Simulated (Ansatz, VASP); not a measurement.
**GaN: VASP beside Ansatz**

INCAR

```
SYSTEM = GaN
PREC = Accurate
ENCUT = 520
EDIFF = 1E-7
ISMEAR = 0
SIGMA = 0.02
LREAL = .FALSE.
LASPH = .TRUE.
NELM = 100
ALGO = Normal
ISIF = 2
LWAVE = .FALSE.
LCHARG = .FALSE.
GGA = PS
NBANDS = 16
```

Contents of KPOINTS:

```
regular mesh
0
G
  10 10 10
  0 0 0
```

POSCAR

```
GaN
1.0
    0.0000000000      2.2535006075      2.2535006075
    2.2535006075      0.0000000000      2.2535006075
    2.2535006075      2.2535006075      0.0000000000
Ga N
1 1
Direct
   -0.0199689318      0.0199689318      0.0199689318
    0.7500000000      0.7500000000      0.7500000000
```

Input for Ansatz:

```yaml
crystal:
  lattice:
    - [0.0, 2.2535006075, 2.2535006075]
    - [2.2535006075, 0.0, 2.2535006075]
    - [2.2535006075, 2.2535006075, 0.0]
  atoms:
    - { symbol: Ga, position: [-0.0199689318, 0.0199689318, 0.0199689318] }
    - { symbol: "N", position: [0.75, 0.75, 0.75] }
basis:
  ecutwfc: 420
kpoints:
  mp_grid: { grid: [10, 10, 10] }
hamiltonian:
  xc: pbesol
scf:
  occupations: { method: gaussian, width: 0.02 }
output:
  forces: true
  stress: true
  eigenvalues: true
```

Change from the starting cell: one atom moved.

Alike in both runs: task single point; functional PBEsol; k mesh 10 × 10 × 10; occupations gaussian, width 0.02 eV; no spin polarisation.

```csv
,VASP,Ansatz
version,VASP 6.6.1,Ansatz 0.2.0
potentials or method,"VASP PAW PBE potentials, release 64 (Ga_d, N)","scalar-relativistic, plane waves, PAW"
plane-wave cutoff (eV),520,420
valence electrons in the cell,18,18
```

Ansatz gave:

* gap on the k mesh at the Fermi level (eV): 1.52
* least direct gap on the mesh (eV): 1.52
* pressure (GPa): -0.3
* largest component of the traceless stress (GPa): 5.13
* rms of the force components (eV/Å): 0.624

**Question.** Which values does VASP return?

**Answer.** gap on the k mesh at the Fermi level (eV): 1.53; least direct gap on the mesh (eV): 1.53; pressure (GPa): -0.5; largest component of the traceless stress (GPa): 4.99; rms of the force components (eV/Å): 0.615.

Atom by atom the forces differ by 0.009 eV/Å (rms over components). The functional is the same, so the differences come from potentials, cutoffs and numerics.

Caveats: the PAW data sets were made with another functional, which shifts forces and pressure a little (VASP).
